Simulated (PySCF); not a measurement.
## Structure from 2D NMR

Compound of formula C3H8S. Correlations simulated from computed shifts and the bond graph:

HSQC (one-bond C–H):
```csv
δH,δC
2.29,34.1
1.56,36.1
0.97,17.0
```

COSY cross peaks (H two or three bonds apart, from the bond graph; peaks can be absent where the dihedral angle is near 90°):
```csv
δH,δH
2.29,1.56
1.56,0.97
```

HMBC (two and three bonds, from the bond graph):
```csv
δH,δC
2.29,"36.1, 17.0"
1.56,"34.1, 17.0"
0.97,"36.1, 34.1"
```

Single conformer, gas phase, equivalent nuclei averaged, relativity neglected. σ from GIAO-B97-2/pcSseg-2; geometry: PBE0-D3(BJ)/def2-TZVP; PySCF 2.14.0 with density-fitted response routines.

Shifts are taken against calculated references (same method and geometry level): ¹H (31.64 ppm) and ¹³C (185.38 ppm) vs TMS.

Exchangeable hydrogens are left out of these lists.

Which molecule is this?

Answers

SMILES CCCS.

Mapped SMILES: `[CH3:1][CH2:2][CH2:3][SH:4]` (H(Xn): hydrogen on atom n).

δC 36.1 is C2, an sp3 CH2 (δH 1.56). δC 34.1 is C3, an sp3 CH2 bonded to S (δH 2.29). δC 17.0 is C1, a methyl carbon (δH 0.97). COSY links 2.29–1.56, 1.56–0.97.

Exchangeable OH/NH protons stand at their gas-phase positions; hydrogen bonding in a real sample shifts them, mostly to higher δ. Shifts are as computed. Against solution values, carbons near 30 ppm lie about +3 ppm off and those near 130 ppm about +7 ppm; carbons on S a further +4 ppm. Of 1211 compounds with measured shifts, 218 miss one by over three times the rms of a fit or turn the order of signals round; such compounds aren't used in these exercises.
